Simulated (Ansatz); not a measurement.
# Zn (fcc type): the cost of one run

Program: Ansatz 0.2.0. Level of theory: DFT PBE, with the methods named in each step. These are calculated values, not measurements.

This is Zn in the fcc structure; at room conditions it is hcp.

### 1 Starting point

Symmetry: Fm-3m, No. 225, cubic system. Conventional cell: a = 3.930 Å, b = 3.930 Å, c = 3.930 Å, α = 90.00°, β = 90.00°, γ = 90.00°. Zn (site symmetry m-3m) has 12 Zn at 2.78 Å as nearest neighbours.

As a file:

```xyz
1
Lattice="0.0000 1.9649 1.9649 1.9649 0.0000 1.9649 1.9649 1.9649 0.0000" Properties=species:S:1:pos:R:3 pbc="T T T"
Zn    0.0000    0.0000    0.0000
```

Whether this phase is the stable one at these pressures isn't tested.

### 2 The reference volume, LAPW

Contents of input.yaml:

```yaml
crystal:
  lattice:
    - [0.0, 1.9648782227, 1.9648782227]
    - [1.9648782227, 0.0, 1.9648782227]
    - [1.9648782227, 1.9648782227, 0.0]
  atoms:
    - { symbol: Zn, position: [0.0, 0.0, 0.0] }
kpoints:
  mp_grid: { grid: [17, 17, 17] }
  band_path:
    path:
      - [0.0, 0.0, 0.0]
      - [0.5, 0.0, 0.5]
      - [0.625, 0.25, 0.625]
      - [0.375, 0.375, 0.75]
      - [0.0, 0.0, 0.0]
      - [0.5, 0.5, 0.5]
      - [0.5, 0.25, 0.75]
      - [0.5, 0.0, 0.5]
    npoints: 14
scf:
  occupations: { method: fermi_dirac, width: 0.05 }
hamiltonian:
  xc: pbe
  pseudopotentials: { kind: all_electron, lapw: { basis_error: 0.001 } }
output:
  forces: true
  stress: true
  eigenvalues: true
  populations: true
  dos: { projected: true, de: 0.2, e_range: [-14, 8] }
```

Command:

```console
$ ansatz run input.yaml --threads 1 --pin off --max-ram 2048MiB --backend cpu --events-out ev --progress --plain --runs-dir out
```

**Question.** How long does this run take on 1 thread of Arm Neoverse V1, shared host, and how much memory does it need?

About 12 s, with a peak of 0.3 GiB.
